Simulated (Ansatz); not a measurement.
Skutterudite CoSb3 was calculated with r²SCAN+rVV10 (Ansatz, a quantum-chemistry and plane-wave program, plane waves, PAW).

Run with plane-wave cutoff 500 eV, 6×6×6 k mesh, gaussian smearing 0.02 eV, no spin polarisation, scalar-relativistic PAW data made under PBE.

Cell (relaxed at this level):

```cif
data_Co8Sb24
_chemical_formula_sum 'Co8 Sb24'
_space_group_name_H-M_alt 'Im-3'
_space_group_IT_number 204
_space_group_name_Hall '-I 2 2 3'
_cell_length_a 9.02096
_cell_length_b 9.02096
_cell_length_c 9.02096
_cell_angle_alpha 90.000
_cell_angle_beta 90.000
_cell_angle_gamma 90.000
loop_
_atom_site_label
_atom_site_type_symbol
_atom_site_symmetry_multiplicity
_atom_site_Wyckoff_symbol
_atom_site_fract_x
_atom_site_fract_y
_atom_site_fract_z
_atom_site_occupancy
Co1 Co 8 c 0.25000 0.25000 0.25000 1
Sb1 Sb 24 g 0.00000 0.33382 0.15863 1
```
(The calculation used a cell of 16 atoms; values per cell refer to that cell.)

**Question.** Predict the band gap.

**Answer.** 
- band gap: 0.48 eV (on the SCF k mesh)

Measured, for comparison: band gap 0.63 eV (temperature not stated, no zero-point or thermal correction; as tabulated in Kim et al. (2020), doi:10.1038/s41597-020-00723-8).

Spin–orbit coupling is not included; with these elements it can move the gap by several tenths of an eV or more.

Computed values are for the static lattice.

The result took very roughly 9 core-minutes.
